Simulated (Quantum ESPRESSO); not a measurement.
# Nb4C3 (Pm-3m) in Quantum ESPRESSO: further runs, part 2 of 2

Quantum ESPRESSO 7.5. Earlier steps stand in the parts before.

### 4 Single point, LDA, 12.26 Å³/atom

File pw.in:

```
&CONTROL
  calculation = 'scf'
  prefix = 'pwscf'
  outdir = './tmp'
  pseudo_dir = './pseudo'
  tstress = .true.
  disk_io = 'nowf'
/
&SYSTEM
  ibrav = 0
  nat = 7
  ntyp = 2
  ecutwfc = 45
  ecutrho = 360
  nbnd = 43
  occupations = 'smearing'
  smearing = 'fd'
  degauss = 0.00367493
/
&ELECTRONS
  conv_thr = 1.4d-09
  electron_maxstep = 120
  mixing_beta = 0.5
/
ATOMIC_SPECIES
Nb    92.9064 nb_lda_v1.uspp.F.UPF
C     12.0110 c_lda_v1.2.uspp.F.UPF
CELL_PARAMETERS angstrom
   4.4103428363    0.0000000000    0.0000000000
   0.0000000000    4.4103428363    0.0000000000
   0.0000000000    0.0000000000    4.4103428363
ATOMIC_POSITIONS crystal
Nb     0.5000000000    0.5000000000    0.5000000000
Nb     0.5000000000    0.0000000000    0.0000000000
Nb     0.0000000000    0.0000000000    0.5000000000
Nb     0.0000000000    0.5000000000    0.0000000000
C      0.0000000000    0.5000000000    0.5000000000
C      0.5000000000    0.5000000000    0.0000000000
C      0.5000000000    0.0000000000    0.5000000000
K_POINTS automatic
6 6 6 0 0 0
```

On the command line:

```sh
$ OMP_NUM_THREADS=1 mpirun -n 2 pw.x -nk 2 -in pw.in > pw.out
```

Wall time 22 s (2 MPI ranks of Arm Neoverse V2, shared host); peak memory 0.4 GiB.

It converged, with:

```
Free energy            : -6900.9450 eV
Pressure               : -4.2 GPa
Band gap on the k mesh : none (metal or under the smearing width)
```

### 5 Single point, LDA, 12.51 Å³/atom

Edit pw.in of step 4 so:

```diff
@@ -28,5 +28,5 @@
 CELL_PARAMETERS angstrom
-   4.4103428363    0.0000000000    0.0000000000
-   0.0000000000    4.4103428363    0.0000000000
-   0.0000000000    0.0000000000    4.4103428363
+   4.4407599550    0.0000000000    0.0000000000
+   0.0000000000    4.4407599550    0.0000000000
+   0.0000000000    0.0000000000    4.4407599550
 ATOMIC_POSITIONS crystal
```

On the command line:

```sh
$ OMP_NUM_THREADS=1 mpirun -n 2 pw.x -nk 2 -in pw.in > pw.out
```

Wall time 24 s (2 MPI ranks of Arm Neoverse V2, shared host); peak memory 0.38 GiB.

Results (log left out):

```
Free energy            : -6900.8709 eV
Pressure               : -9.7 GPa
Band gap on the k mesh : none (metal or under the smearing width)
```

### 6 Single point, LDA, 12.77 Å³/atom

Edit pw.in of step 5 so:

```diff
@@ -28,5 +28,5 @@
 CELL_PARAMETERS angstrom
-   4.4407599550    0.0000000000    0.0000000000
-   0.0000000000    4.4407599550    0.0000000000
-   0.0000000000    0.0000000000    4.4407599550
+   4.4707660000    0.0000000000    0.0000000000
+   0.0000000000    4.4707660000    0.0000000000
+   0.0000000000    0.0000000000    4.4707660000
 ATOMIC_POSITIONS crystal
```

Potentials or basis: GBRV 1.5 LDA.

On the command line:

```sh
$ OMP_NUM_THREADS=1 mpirun -n 2 pw.x -nk 2 -in pw.in > pw.out
```

Run time: 27 s. Hardware: 2 MPI ranks of Arm Neoverse V2, shared host; peak memory 0.42 GiB.

It converged, with:

| Quantity | Value |
| --- | --- |
| Free energy | -6900.7380 eV |
| Pressure | -14.7 GPa |
| Band gap on the k mesh | none (metal or under the smearing width) |

### 7 Single point, LDA, 13.02 Å³/atom

Edit pw.in of step 6 so:

```diff
@@ -28,5 +28,5 @@
 CELL_PARAMETERS angstrom
-   4.4707660000    0.0000000000    0.0000000000
-   0.0000000000    4.4707660000    0.0000000000
-   0.0000000000    0.0000000000    4.4707660000
+   4.5003745847    0.0000000000    0.0000000000
+   0.0000000000    4.5003745847    0.0000000000
+   0.0000000000    0.0000000000    4.5003745847
 ATOMIC_POSITIONS crystal
```

On the command line:

```sh
$ OMP_NUM_THREADS=1 mpirun -n 2 pw.x -nk 2 -in pw.in > pw.out
```

It took 28 s on 2 MPI ranks of Arm Neoverse V2, shared host; peak memory 0.44 GiB.

It converged, with:

```yaml
Free_energy: -6900.5528 eV
Pressure: -19.2 GPa
Band_gap_on_the_k_mesh: none (metal or under the smearing width)
```

### 8 Single point, LDA, 13.28 Å³/atom

Edit pw.in of step 7 so:

```diff
@@ -28,5 +28,5 @@
 CELL_PARAMETERS angstrom
-   4.5003745847    0.0000000000    0.0000000000
-   0.0000000000    4.5003745847    0.0000000000
-   0.0000000000    0.0000000000    4.5003745847
+   4.5295986152    0.0000000000    0.0000000000
+   0.0000000000    4.5295986152    0.0000000000
+   0.0000000000    0.0000000000    4.5295986152
 ATOMIC_POSITIONS crystal
```

On the command line:

```sh
$ OMP_NUM_THREADS=1 mpirun -n 2 pw.x -nk 2 -in pw.in > pw.out
```

Run time: 28 s. Hardware: 2 MPI ranks of Arm Neoverse V2, shared host; peak memory 0.4 GiB.

Results (log left out):

- Free energy: -6900.3208 eV
- Pressure: -23.1 GPa
- Band gap on the k mesh: none (metal or under the smearing width)

### 9 Single point, LDA, 13.53 Å³/atom

Edit pw.in of step 8 so:

```diff
@@ -28,5 +28,5 @@
 CELL_PARAMETERS angstrom
-   4.5295986152    0.0000000000    0.0000000000
-   0.0000000000    4.5295986152    0.0000000000
-   0.0000000000    0.0000000000    4.5295986152
+   4.5584503396    0.0000000000    0.0000000000
+   0.0000000000    4.5584503396    0.0000000000
+   0.0000000000    0.0000000000    4.5584503396
 ATOMIC_POSITIONS crystal
```

Potentials or basis: GBRV 1.5 LDA.

On the command line:

```sh
$ OMP_NUM_THREADS=1 mpirun -n 2 pw.x -nk 2 -in pw.in > pw.out
```

Run time: 28 s. Hardware: 2 MPI ranks of Arm Neoverse V2, shared host; peak memory 0.42 GiB.

It converged, with:

```
Free energy            : -6900.0465 eV
Pressure               : -26.7 GPa
Band gap on the k mesh : none (metal or under the smearing width)
```

### 10 Equation of state, LDA

Potentials or basis: GBRV 1.5 LDA.

No new run: the results of the series are fitted here.

What came out:

```
Equilibrium volume                      : 12.10 Å³/atom
Bulk modulus                            : 299 GPa
Pressure derivative of the bulk modulus : 4.3
```

Energy against volume, from the lowest point:
```csv
volume (Å³/atom),energy (meV/atom)
12.000,0.00
12.255,1.16
12.510,11.74
12.766,30.73
13.021,57.18
13.276,90.33
13.532,129.52
```

### 11 For comparison

An earlier run on the cell as given: functional PBEsol; potentials or basis GBRV 1.5 PBEsol; cutoff 612 eV; density cutoff 4898 eV; k mesh 6 × 6 × 6; occupations fermi-dirac, width 0.05 eV; no spin polarisation.

* Pressure: -10.5 GPa
* Band gap on the k mesh: none (metal or under the smearing width)

### 12 Summary

| task | level | potentials or basis | form of the LDA correlation | gap on the mesh (eV) | pressure (GPa) |
| --- | --- | --- | --- | --- | --- |
| band structure | PBEsol | GBRV 1.5 PBEsol | - | none | -10.5 |
| equation of state | LDA | GBRV 1.5 LDA | PZ81 | - | - |
| single point | PBEsol | GBRV 1.5 PBEsol | - | none | -10.5 |

Alike in all rows: no spin polarisation; cell as given; k mesh 6 × 6 × 6; cutoff (eV) 612; smearing fermi-dirac 0.05 eV.

Absolute energies hang on the potentials; compare differences alone.
